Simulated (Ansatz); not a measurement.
# Pt: the cost of one run

Method: DFT LDA, scalar-relativistic, plane waves, PAW, in Ansatz 0.2.0.

3 further runs of the same task are left out: 3 set aside as unsound or not needed.

## Step 1: The system as given

It takes space group Fm-3m (No. 225, cubic). The conventional cell has a = 3.970 Å, b = 3.970 Å, c = 3.970 Å, α = 90.00°, β = 90.00°, γ = 90.00°. Pt (site symmetry m-3m) has 12 Pt at 2.81 Å as nearest neighbours.

Coordinates:

```
CELL_PARAMETERS angstrom
0.00000 1.98506 1.98506
1.98506 0.00000 1.98506
1.98506 1.98506 0.00000
ATOMIC_POSITIONS crystal
Pt 0.00000 0.00000 0.00000
```

This cell was relaxed beforehand with the same method: volume 15.64 Å³/atom, gap on the mesh none (metal).

## Step 2: The slab

Planes are indexed in the bulk's conventional cell (Fm-3m (No. 225)), a = 3.970 Å, b = 3.970 Å, c = 3.970 Å, α = 90.00°, β = 90.00°, γ = 90.00°.

A (111) slab, 6.7 Å thick as cut, with 17 Å of vacuum; its outer planes are Pt (top) and Pt (bottom).

The slab as cut. Its planes from the bottom up:

```tsv
plane	atoms per cell	height over the lowest (Å)
1	Pt	0.00
2	Pt	2.25
3	Pt	4.50
4	Pt	6.74
```

## Step 3: Relaxing the clean slab

File input.yaml:

```yaml
crystal:
  lattice:
    - [2.7531922017, 0.0, 0.0]
    - [-1.3765961009, 2.3843343882, 0.0]
    - [0.0, 0.0, 23.743916058]
  atoms:
    - { symbol: Pt, position: [0.6666666667, 0.3333333333, 0.3579864408] }
    - { symbol: Pt, position: [0.3333333333, 0.6666666667, 0.4526621469] }
    - { symbol: Pt, position: [0.0, 0.0, 0.5473378531] }
    - { symbol: Pt, position: [0.6666666667, 0.3333333333, 0.6420135592] }
basis:
  ecutwfc: 420
kpoints:
  mp_grid: { grid: [12, 12, 1] }
hamiltonian:
  xc: lda
scf:
  occupations: { method: gaussian, width: 0.1 }
output:
  forces: true
  eigenvalues: true
  write_density: true
  write_potential: true
  elf: true
  volumetric_format: npy
relax:
  adjacent_minimum: "off"
  f_tol: 0.03
  max_steps: 70
  constraints: [{ sites: [0, 1] }]
efield:
  axis: 3
  dipole_correction: true
```

The run is started by

```sh
$ ansatz run input.yaml --threads 1 --pin off --max-ram 2560MiB --backend cpu --events-out ev --progress --plain --runs-dir out
```

**Question.** How long does this run take on 1 thread of Arm Neoverse V1, shared host, and how much memory does it need?

About 43 s, with a peak of 0.38 GiB.
